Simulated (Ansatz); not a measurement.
**From the elastic tensor of Si to moduli and sound speeds**

Computed with DFT PBEsol, scalar-relativistic, plane waves, PAW in Ansatz. Plane waves to 420 eV; Γ-centred k mesh 12×12×12; fixed occupations. No spin polarisation.

Symmetry: Fd-3m, No. 227, cubic system. The conventional cell has a = 5.434 Å, b = 5.434 Å, c = 5.434 Å, α = 90.00°, β = 90.00°, γ = 90.00°. Si (site symmetry -43m) is surrounded by 4 Si at 2.35 Å.

Relaxed-ion constants (GPa, on the Cartesian axes of the calculation):
C11 = 156.6, C12 = 62.4, C13 = 62.4, C22 = 156.6, C23 = 62.4, C33 = 156.6, C44 = 73.5, C55 = 73.5, C66 = 73.5 GPa; the others vanish.

Density 2.326 g/cm³; 2 atoms in 40.11 Å³.

The values that follow are for a polycrystal of randomly turned grains, by Hill's mean where one number stands.

```json
{
 "Bulk modulus, Voigt / Reuss / Hill": "93.8 / 93.8 / 93.8 GPa",
 "Shear modulus, Voigt / Reuss / Hill": "62.9 / 60.0 / 61.5 GPa",
 "Young's modulus": "151 GPa",
 "Poisson ratio": "0.231",
 "Pugh ratio B/G": "1.53",
 "Universal anisotropy index": "0.24",
 "Longitudinal and transverse sound speeds": "8693 and 5141 m/s",
 "Debye temperature from the mean sound speed": "624 K"
}
```

Cost: 1 run of about 0.62 core-minutes, on Intel Xeon Platinum 8259CL (Skylake/Cascade Lake) (shared hosts).

The tensor is that of a stiff, directionally bonded covalent solid. C44 (73.5 GPa) exceeds C12 (62.4 GPa), a violation of the Cauchy relation that central pair forces alone would not produce in a crystal with every atom at an inversion centre. In silicon it reflects the resistance of sp³ bonds to changes in angle, which also keeps the shear modulus high relative to the bulk modulus. C44 also lies well above half the difference between C11 and C12, so Young's modulus is greatest along ⟨111⟩, where pulling stretches bonds directly, and least along ⟨100⟩, where bond bending takes up more of the strain.

The constants are somewhat softer than the measured ones, most visibly in C11 and C44. Since the lattice parameter is close to experiment, an overexpanded cell is not the reason; the semilocal functional probably underestimates the curvature of the energy with strain. The low Pugh ratio fits silicon's brittleness at room temperature, but elastic constants alone cannot locate its brittle-to-ductile transition, which is governed by dislocation mobility.
